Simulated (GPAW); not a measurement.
Crystal: CuO.

```
Cu O
1.0
     2.55255    0.00000    0.00000
     0.00000    2.55255    0.00000
     0.00000    0.00000    2.55255
Cu O
1 1
Direct
  0.00000 0.00000 0.00000
  0.50000 0.50000 0.50000
```

Measurements of this composition are mostly on another form, of space group No. 15.

* Program: GPAW 26.7.0
* Task: relaxation of cell and atoms
* Functional: PBEsol
* Potentials or basis: PAW data sets generated in the run's folder for this functional
* Cutoff: 800 eV
* Basis: pw
* k mesh: 10 × 10 × 10
* Occupations: fermi-dirac, width 0.05 eV
* Spin: no spin polarisation

At the start: pressure 11.8 GPa; volume 8.32 Å³/atom.

Problem. Where does the relaxation end?

Solution. Over 4 steps the energy falls by 17.3 meV/atom and the volume is 8.75 Å³/atom (+5.2 %); space group Pm-3m (No. 221, to 0.05 Å).

Step by step:
| step | energy change (eV) | largest force (eV/Å) | pressure (GPa) | volume (Å³) |
| --- | --- | --- | --- | --- |
| 1 | 0.0000 | 0.0000 | 11.79 | 16.63 |
| 2 | -0.0149 | 0.0000 | 8.49 | 16.85 |
| 3 | -0.0343 | 0.0000 | 0.54 | 17.46 |
| 4 | -0.0345 | 0.0000 | 0.02 | 17.50 |

Final structure:
```xyz
2
Lattice="2.5963 0.0000 0.0000 0.0000 2.5963 0.0000 0.0000 0.0000 2.5963" Properties=species:S:1:pos:R:3 pbc="T T T"
Cu    0.0000    0.0000    0.0000
O     1.2981    1.2981    1.2981
```

Caveat: with this Cu data set, volumes or pressures lay over 1.5 % or 2 GPa off other programs in two to four cells of ten; later steps reuse the first step's grids; an odd number of electrons without spin polarisation forces a metal; a magnetic or distorted state may lie lower; the run has no spin polarisation, though such a crystal can be magnetic.
